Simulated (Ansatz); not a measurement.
Input and command of a calculation in Ansatz (plane waves; scalar-relativistic PAW potentials unless the input names others):

```yaml
crystal:
  lattice:
    - [2.7200250912, 0.0, 0.0]
    - [-1.3600125456, 2.3556108279, 0.0]
    - [0.0, 0.0, 4.2967694967]
  atoms:
    - { symbol: Ru, position: [0.3333333333, 0.6666666667, 0.25] }
    - { symbol: Ru, position: [0.6666666667, 0.3333333333, 0.75] }
basis:
  ecutwfc: 500
  precision: f64
kpoints:
  mp_grid: { grid: [18, 18, 10] }
hamiltonian:
  xc: r2scan
scf:
  occupations: { method: gaussian, width: 0.1 }
  eigensolver: { kind: davidson }
output:
  forces: true
  eigenvalues: true
  stress: true
```

```bash
ansatz run input.yaml --threads 1 --pin off --max-ram 2560MiB --backend cpu --events-out ev --progress --plain --runs-dir out
```

Abridged log:
```
Pseudopotentials: kind: paw
Pseudopotential: Ru, paw, valence charge 16, recommended cutoff 500 eV (meta_gga)
Functional definition: r2SCAN
Crystal: 2 atoms, lattice volume = 27.531 Å³
Basis set: ecut = 500 eV, 687 PW (Γ), exchange–correlation on 80×80×128 points (64 copies of the dense FFT grid, shifted against one another)
Bands: 20, of which v1, the nominal top of the filled ones, is band 16 counted from 1 (15 counted from 0)
Symmetry: 24 space group operations
Space group: P63/mmc (ITA 194), of the structure as read, at distance tolerance 3.0e-5 Å
k-points: 222 of 3240
Initial density: superposition of atomic densities (neutral atoms: chi_scale 0, normalization atom), corrected by the library's trained network
Initial wavefunctions: pseudopotential atomic-orbital guess
Functional: x = r2scan, c = r2scan; τ floored in thin density (d = 2e-4 eV/Å³)
SCF iter   1: F=—  HF=-11781.376746 eV  |F-HF|=—  |Δ(HF+E_count)|=         —  Δρ=1.06e-2  dr2=9.41e-3  dr2_τ=1.41e-2  ethr=1.77e-3  ⟨swp⟩=5.5  Hψ=16539  notcnv=0
SCF iter   2: F=—  HF=-11781.399230 eV  |F-HF|=—  |Δ(HF+E_count)|=   2.25e-2  Δρ=6.03e-3  dr2=2.53e-3  dr2_τ=1.85e-4  ethr=2.94e-5  ⟨swp⟩=3.0  Hψ=11125  notcnv=0
SCF iter   3: F=—  HF=-11781.402347 eV  |F-HF|=—  |Δ(HF+E_count)|=   3.12e-3  Δρ=1.12e-3  dr2=2.20e-4  dr2_τ=3.75e-5  ethr=7.18e-7  ⟨swp⟩=2.0  Hψ=17924  notcnv=0
SCF iter   4: F=—  HF=-11781.402446 eV  |F-HF|=—  |Δ(HF+E_count)|=   9.87e-5  Δρ=2.73e-4  dr2=9.38e-6  dr2_τ=2.01e-6  ethr=6.87e-7  ⟨swp⟩=3.0  Hψ=10289  notcnv=0
SCF iter   5: F=—  HF=-11781.402477 eV  |F-HF|=—  |Δ(HF+E_count)|=   3.08e-5  Δρ=7.54e-5  dr2=4.37e-7  dr2_τ=1.57e-7  ethr=2.93e-8  ⟨swp⟩=3.0  Hψ=10261  notcnv=0
SCF iter   6: F=-11781.402478 eV  HF=-11781.402478 eV  |F-HF|=1.87e-8  |Δ(HF+E_count)|=   1.35e-6  Δρ=1.22e-5  dr2=1.35e-8  dr2_τ=1.59e-9  ethr=1.37e-9  ⟨swp⟩=3.0  Hψ=10538  notcnv=0
the search or the solves at the SCF's close may have found levels that the self-consistency loop had missed (the run counts none). By its estimate they hold under 1e-12 electrons; where the run keeps them, the occupations were computed again with them
SCF 1 converged in 6 iterations: F = -11781.402478 eV  dr2 = 1.35e-8
  Residual-converged pass: ⟨swp⟩=3.0  Hψ=11486  notcnv=0  max |occ|·‖R‖ = 6.5e-6 eV (tolerance 6.7e-6 eV) dr2=1.34e-8  dr2_τ=1.68e-9  dr2_onsite=6.19e-10  max |Δocc| = 2.2e-8
SCF converged after 6 iterations
Free energy (F): -11781.402478 eV
Harris-Foulkes:  -11781.402478 eV  (|F-HF|=1.87e-8)
Internal energy: -11781.393423 eV  (E = F + TS)
E sigma→0 (E₀):  -11781.397951 eV
Entropy (-TS):   -0.009055 eV (-4.528 meV/atom)
Fermi energy:    22.986870 eV
--- Forces (eV/Å), atoms counted from 1 ---
  atom   1  Ru     0.00000000     0.00000000     0.00000000
  atom   2  Ru     0.00000000     0.00000000     0.00000000
--- Stress (GPa, compression-positive) ---
       -6.290543       0.000000       0.000000
        0.000000      -6.290543       0.000000
        0.000000       0.000000      -7.003175
  P = ⅓ Tr σ = -6.5281 GPa (-65.281 kbar)
```

Apart from outputs and empty bands, the input differs from a reference run on usual settings in scf.eigensolver.kind: not typed → "davidson"; basis.precision: not typed → "f64". The reference, at the same geometry (not necessarily relaxed), gave pressure -6.53 GPa, largest force 0.000 eV/Å, no gap on the mesh. This run converged in 6 SCF iterations (reference: 6) with an energy at zero smearing within 0.01 meV/atom of the reference's, pressure -6.53 GPa, largest force 0.000 eV/Å, no gap on the mesh.

It took 26 s on 1 thread of AMD EPYC 7R43 64-Core Processor (Zen 3), on a shared host, peak memory 0.47 GiB.